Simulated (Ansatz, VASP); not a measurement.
# Mo in VASP and in Ansatz

Contents of INCAR:

```
SYSTEM = Mo
PREC = Accurate ; ENCUT = 520
EDIFF = 1E-6 ; ISMEAR = 0
SIGMA = 0.1 ; LREAL = .False.
LASPH = .True. ; NELM = 100
ALGO = Normal ; ISIF = 2
LWAVE = .False. ; LCHARG = .False.
GGA = PS ; NBANDS = 13
```

The input KPOINTS:

```
regular mesh
0
Gamma
  18 18 18
  0 0 0
```

The input POSCAR:

```
Mo
1.0
    0.0000000000      2.0885676500      2.0885676500
    2.0885676500      0.0000000000      2.0885676500
    2.0885676500      2.0885676500      0.0000000000
Mo
1
Direct
    0.0000000000      0.0000000000      0.0000000000
```

Input for Ansatz:

```yaml
crystal:
  lattice:
    - [0.0, 2.08856765, 2.08856765]
    - [2.08856765, 0.0, 2.08856765]
    - [2.08856765, 2.08856765, 0.0]
  atoms:
    - { symbol: Mo, position: [0.0, 0.0, 0.0] }
basis:
  ecutwfc: 420
kpoints:
  mp_grid: { grid: [18, 18, 18] }
hamiltonian:
  xc: pbesol
scf:
  occupations: { method: gaussian, width: 0.1 }
output:
  forces: true
  stress: true
  eigenvalues: true
  populations: true
```

Alike in both runs: task single point; functional PBEsol; k mesh 18 × 18 × 18; occupations gaussian, width 0.1 eV; no spin polarisation.

```csv
,VASP,Ansatz
version,VASP 6.6.1,Ansatz 0.2.0
potentials or method,"VASP PAW PBE potentials, release 64 (Mo_sv)","scalar-relativistic, plane waves, PAW"
plane-wave cutoff (eV),520,420
valence electrons in the cell,14,14
```

```csv
,VASP,Ansatz,Ansatz less VASP
gap on the k mesh at the Fermi level (eV),none,none,-
pressure (GPa),-29.4,-29.6,-0.23
```

A gap of «none» marks a metal or a gap that the smearing closes. The functional is the same, so the differences come from potentials, cutoffs and numerics.

Caveats: so large a pressure means that the cell lies far from this level's equilibrium, or that cutoff or potentials fall short (VASP); the potentials were made for another functional, which shifts forces and pressure (VASP).
